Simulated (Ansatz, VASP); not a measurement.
Given: the input of a run of Ansatz 0.2.0 on Ag.

The input input.yaml:

```yaml
crystal:
  lattice:
    - [0.0, 2.04275, 2.04275]
    - [2.04275, 0.0, 2.04275]
    - [2.04275, 2.04275, 0.0]
  atoms:
    - { symbol: Ag, position: [0.0, 0.0, 0.0] }
kpoints:
  mp_grid: { grid: [11, 11, 11] }
scf:
  occupations: { method: gaussian, width: 0.05 }
hamiltonian:
  xc: pbe
  pseudopotentials: { kind: all_electron, lapw: { basis_error: 0.001 } }
output:
  forces: true
  stress: true
  eigenvalues: true
```

Potentials or basis: all-electron LAPW, scalar-relativistic.

Command:

```sh
$ ansatz run input.yaml --threads 1 --pin off --max-ram 3072MiB --backend cpu --events-out ev --progress --plain --runs-dir out
```

**Question.** Translate it to VASP 6.6.1. Potentials there: VASP PAW PBE potentials, release 64 (Ag).

**Answer.** As run (the cutoff follows the program's own potentials):

Contents of INCAR:

```
PREC = Accurate ; ENCUT = 520
EDIFF = 1E-7 ; ISMEAR = 0
SIGMA = 0.05 ; LREAL = F
LASPH = T ; NELM = 100
ALGO = Fast ; ISIF = 2
LWAVE = F ; LCHARG = F
GGA = PE ; NBANDS = 12
```

Contents of KPOINTS:

```
Automatic mesh
0
Gamma
  11 11 11
```

File POSCAR:

```
Ag
1.0
    0.0000000000      2.0427500000      2.0427500000
    2.0427500000      0.0000000000      2.0427500000
    2.0427500000      2.0427500000      0.0000000000
Ag
1
Direct
    0.0000000000      0.0000000000      0.0000000000
```

Potentials or basis: VASP PAW PBE potentials, release 64 (Ag).

Run with:

```console
$ cat potpaw_PBE.64/Ag/POTCAR > POTCAR
$ mpirun -np 1 vasp_std > vasp.out
```

Both were run:

|  | VASP | Ansatz | Ansatz less VASP |
| --- | --- | --- | --- |
| gap on the k mesh at the Fermi level (eV) | none | none | - |
| pressure (GPa) | 4.1 | 4.3 | +0.15 |

A gap of «none» marks a metal or a gap that the smearing closes. Ansatz ran all-electron here, so the differences hold the error of VASP's frozen core and of both bases.
